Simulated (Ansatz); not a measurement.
Crystal: Si.

```xyz
1
Lattice="2.6205 0.0000 0.0000 -1.3103 2.2695 0.0000 0.0000 0.0000 2.4664" Properties=species:S:1:pos:R:3 pbc="T T T"
Si    0.0000    0.0000    0.0000
```

This isn't the form of Si at room conditions, which is diamond.

```yaml
Program: Ansatz 0.2.0
Task: relaxation of cell and atoms
Functional: RPBE
Potentials_or_basis: Ansatz PAW
Cutoff: "420 eV (not typed: the program's choice for these potentials)"
k_mesh: 12 × 12 × 11
Occupations: fermi-dirac, width 0.05 eV
Spin: no spin polarisation
```

At the start: volume 14.67 Å³/atom.

**Question.** How do energy, volume and symmetry change on relaxing?

**Answer.** It ends after 5 steps and the volume is 15.25 Å³/atom (+3.9 %); space group P6/mmm (No. 191, to 0.05 Å).

The path:
```tsv
step	energy change (eV)	largest force (eV/Å)	volume (Å³)
1	0.0000	0.0000	14.67
2	-0.0088	0.0000	15.10
3	-0.0094	0.0000	15.23
4	-0.0094	0.0000	15.25
5	-0.0095	0.0000	15.25
```

Final structure:
```
Si
1.0
     2.64515    0.00000    0.00000
    -1.32258    2.29077    0.00000
     0.00000    0.00000    2.51605
Si
1
Direct
  0.00000 0.00000 0.00000
```

Caveat: the plane-wave basis is chosen anew once the cell has moved, so the energies of steps on either side of that aren't comparable; the PAW data sets come from PBE, with cores solved anew for the run's functional, which leaves a small shift of forces and pressure.
